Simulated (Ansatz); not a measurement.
## MnS: course of a relaxation

All numbers below come from DFT PBEsol, scalar-relativistic, plane waves, PAW (Ansatz 0.2.0). (420 eV cutoff, 14×14×14 k-mesh, Gaussian smearing of 0.10 eV, collinear spin)

What was changed: relaxed at 12 GPa.

With moments and this functional the run may sit in a state above the lowest one. The starting moments weren't kept.

Other phases may be more stable at this pressure.

Input:

```yaml
crystal:
  lattice:
    - [0.0, 2.5500372533, 2.5500372533]
    - [2.5500372533, 0.0, 2.5500372533]
    - [2.5500372533, 2.5500372533, 0.0]
  atoms:
    - { symbol: Mn, position: [0.0, 0.0, 0.0], spin: 3.67 }
    - { symbol: S, position: [0.75, 0.75, 0.75] }
basis:
  ecutwfc: 420
kpoints:
  mp_grid: { grid: [14, 14, 14] }
hamiltonian:
  xc: pbesol
scf:
  occupations: { method: gaussian, width: 0.1 }
output:
  forces: true
  stress: true
  eigenvalues: true
  populations: true
magnetization:
  spin_polarized: true
relax:
  adjacent_minimum: "off"
  f_tol: 0.008
  max_steps: 50
  cell: { stress_tol: 0.08, p_target: 12.0 }
```

F is the free energy. Steps run on the plane waves of an earlier cell, but the last one, and at times one on the way, on a freshly chosen basis, so a repeated geometry can differ a little in energy. The relaxation lowers the enthalpy F + PV at the target pressure, so F itself can rise.

Steps:

```
step F − F(1) (eV) largest force component (eV/Å) V (Å³/atom) P (GPa)
   1         0.0000                           0.000       16.582     2.84
   2        -0.1125                           0.000       15.823    -8.57
   3        -0.1550                           0.000       14.345     5.28
   4        -0.0825                           0.000       13.723    13.77
   5        -0.1017                           0.000       13.843    11.98
   6        -0.1012                           0.000       13.843    11.97
```

Relaxed structure:

```yaml
crystal:
  lattice:
    - [0.00000, 2.40109, 2.40109]
    - [2.40109, 0.00000, 2.40109]
    - [2.40109, 2.40109, 0.00000]
  atoms:
    - { symbol: Mn, position: [0.00000, 0.00000, 0.00000] }
    - { symbol: S, position: [0.75000, 0.75000, 0.75000] }
```

The structure is cubic, space group F-43m (No. 216). Conventional cell: a = 4.802 Å, b = 4.802 Å, c = 4.802 Å, α = 90.00°, β = 90.00°, γ = 90.00°. Mn (site symmetry -43m) has 4 S at 2.08 Å as nearest neighbours. Around S (site symmetry -43m) lie 4 Mn at 2.08 Å.

The run converged. The run took roughly 120 core-seconds.